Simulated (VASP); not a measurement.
# Bi, electric field gradients: which settings are enough?

Bi, R-3m (no. 166), 2 atoms in the cell. LDA, electric field gradients; PAW potentials Bi_d_GW (LDA set). VASP 6.6.1.

Wanted: Vzz within 5 %; asymmetry within 0.1.

POSCAR:
```
Bi
1.0
    2.2675000000      1.3091417354      3.9380000000
   -2.2675000000      1.3091417354      3.9380000000
    0.0000000000     -2.6182834708      3.9380000000
Bi
2
Direct
    0.7660000000      0.7660000000      0.7660000000
    0.2340000000      0.2340000000      0.2340000000
```

The series start from ENCUT (eV): 400; k mesh: 10 × 10 × 10; EDIFF (eV): 1e-7; SIGMA (eV): 0.1; PREC: Accurate; LREAL: no; ALGO: Normal. Each series keeps the choices made before it, and each single choice may use up half of a tolerance.

## ENCUT (eV)

| ENCUT (eV) | Vzz, largest deviation against the largest value | Asymmetry, largest deviation | SCF iterations | Time (s) |
|---|---|---|---|---|
| 300 | 0.39 % | 0.00 | 11 | 17 |
| 350 | 0.16 % | 0.00 | 11 | 23 |
| 400 | 0.016 % | 0.00 | 12 | 20 |
| 450 | 0.023 % | 0.00 | 12 | 29 |
| 550 | 0.016 % | 0.00 | 12 | 32 |
| 650 (reference) | 0 % | 0.00 | 12 | 57 |

Chosen: 300, the loosest value from which every tighter one stays within half of the tolerance.

## k mesh

| k mesh | Vzz, largest deviation against the largest value | Asymmetry, largest deviation | SCF iterations | Time (s) |
|---|---|---|---|---|
| 2 × 2 × 2 | 840 % | 0.00 | 12 | 2.2 |
| 3 × 3 × 3 | 166 % | 0.00 | 11 | 2.2 |
| 4 × 4 × 4 | 136 % | 0.00 | 11 | 3.3 |
| 5 × 5 × 5 | 82 % | 0.00 | 11 | 4.0 |
| 6 × 6 × 6 | 5.7 % | 0.00 | 11 | 5.6 |
| 7 × 7 × 7 | 40 % | 0.00 | 11 | 7.3 |
| 9 × 9 × 9 | 13 % | 0.00 | 11 | 13 |
| 10 × 10 × 10 | 12 % | 0.00 | 11 | 17 |
| 13 × 13 × 13 | 4.3 % | 0.00 | 11 | 31 |
| 15 × 15 × 15 (reference) | 0 % | 0.00 | 11 | 46 |

Chosen: 15 × 15 × 15; the next looser run is off by more than half of the tolerance, so convergence isn't shown beyond this value.

## EDIFF (eV)

| EDIFF (eV) | Vzz, largest deviation against the largest value | Asymmetry, largest deviation | SCF iterations | Time (s) |
|---|---|---|---|---|
| 0.0001 | 0.054 % | 0.00 | 8 | 35 |
| 1e-5 | 0.12 % | 0.00 | 9 | 38 |
| 1e-6 | 0.085 % | 0.00 | 10 | 44 |
| 1e-7 | 0.0057 % | 0.00 | 11 | 46 |
| 1e-8 (reference) | 0 % | 0.00 | 12 | 57 |

Chosen: 0.0001.

## SIGMA (eV)

| SIGMA (eV) | Vzz, largest deviation against the largest value | Asymmetry, largest deviation | SCF iterations | Time (s) |
|---|---|---|---|---|
| 0.3 | 7.4 % | 0.00 | 8 | 38 |
| 0.2 | 4.1 % | 0.00 | 8 | 36 |
| 0.1 | 0.89 % | 0.00 | 8 | 35 |
| 0.05 (reference) | 0 % | 0.00 | 8 | 36 |

Chosen: 0.1.

## PREC

| PREC | Vzz, largest deviation against the largest value | Asymmetry, largest deviation | SCF iterations | Time (s) |
|---|---|---|---|---|
| Accurate | 0 % | 0.00 | 8 | 35 |
| Normal | 1.1 % | 0.00 | 8 | 20 |

Chosen: Normal, the fastest of those that stay within half of the tolerance.

## LREAL

| LREAL | Vzz, largest deviation against the largest value | Asymmetry, largest deviation | SCF iterations | Time (s) |
|---|---|---|---|---|
| no | 0 % | 0.00 | 8 | 20 |
| Auto | 0.0056 % | 0.00 | 8 | 33 |

Chosen: no; no other choice that stays within half of the tolerance saves 30 % of the time.

## ALGO

| ALGO | Vzz, largest deviation against the largest value | Asymmetry, largest deviation | SCF iterations | Time (s) |
|---|---|---|---|---|
| Normal | 0 % | 0.00 | 8 | 20 |
| Fast | 0.14 % | 0.00 | 9 | 26 |
| All | 0.21 % | 0.00 | 11 | 30 |

Chosen: Normal.

## All choices together

| Input | Vzz, largest deviation against the largest value | Asymmetry, largest deviation | Time (s) |
|---|---|---|---|
| defaults, on a 9 × 9 × 9 mesh (naive) | 9.1 % | 0.00 | 5.5 |
| chosen settings | 2.5 % | 0.00 | 20 |
| reference settings throughout | 0 % | 0.00 | 177 |

The chosen settings stay within the tolerance of the reference run, but the reference itself isn't shown to be converged in: k mesh.

Values of the reference run: Vzz: -34.79, -34.79 V/A^2; Asymmetry: 0, 0 asymmetry, 0 where Vzz is under 0.3 V/A^2.

## The input

INCAR:
```
ALGO     = Normal         # electronic algorithm
EDIFF    = 1E-4           # SCF threshold, eV
ENCUT    = 300            # plane-wave cutoff, eV
GGA      = CA             # functional
ISMEAR   = 1              # smearing method
KPAR     = 2            
LASPH    = T              # aspherical terms in the spheres
LCHARG   = F              # write CHGCAR
LEFG     = T            
LREAL    = F              # projectors in reciprocal space
LWAVE    = F              # write WAVECAR
NELM     = 120            # most SCF steps
PREC     = Normal         # precision mode
QUAD_EFG = -516         
SIGMA    = 0.1            # smearing width, eV
```

KPOINTS:
```
Automatic mesh
0
Gamma
  15 15 15
  0 0 0
```

Commands:
```
cat potpaw_LDA.64/Bi_d_GW/POTCAR > POTCAR
mpirun -np 2 vasp_std > vasp.out
```

The chosen input took VASP 6.6.1 20 s on 2 cores (Intel Xeon 6975P-C (Granite Rapids)), a shared host.
